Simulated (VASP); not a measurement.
Input of a VASP 6.6.1 run:

The input POSCAR:

```
Hg
1.0
   -1.8838011845      1.8838011845      1.8838011845
    1.8838011845     -1.8838011845      1.8838011845
    1.8838011845      1.8838011845     -1.8838011845
Hg
1
Direct
    0.0000000000      0.0000000000      0.0000000000
```

Contents of INCAR.step1:

```
SYSTEM = Hg
PREC = Accurate ; ENCUT = 520
ISMEAR = 0 ; SIGMA = 0.05
LREAL = .False. ; LASPH = .True.
NELM = 100 ; NBANDS = 12
GGA = PE ; ALGO = Normal
EDIFF = 1E-4 ; LWAVE = .True.
LCHARG = .False.
```

The input INCAR.step2:

```
SYSTEM = Hg
PREC = Accurate ; ENCUT = 520
EDIFF = 1E-7 ; ISMEAR = 0
SIGMA = 0.05 ; LREAL = .False.
LASPH = .True. ; NELM = 100
ALGO = Normal ; ISIF = 2
LWAVE = .False. ; LCHARG = .False.
METAGGA = R2SCAN ; LMIXTAU = .True.
NBANDS = 12 ; ISTART = 1
```

KPOINTS

```
regular mesh
0
Gamma
  16 16 16
  0 0 0
```

Potentials or basis: VASP PAW PBE potentials, release 64 (Hg).

Command:

```console
$ cat potpaw_PBE.64/Hg/POTCAR > POTCAR
$ cp INCAR.step1 INCAR
$ mpirun -np 1 vasp_std > vasp.out
$ cp INCAR.step2 INCAR
$ mpirun -np 1 vasp_std > vasp.out
```

Estimate the pressure.

0.2 GPa.

What does it give for the band gap on the k mesh?

None (metal or under the smearing width).

Caveat: the PAW data sets were made with another functional, which shifts forces and pressure a little. Spin-orbit coupling is left out, which matters for the levels of Hg.
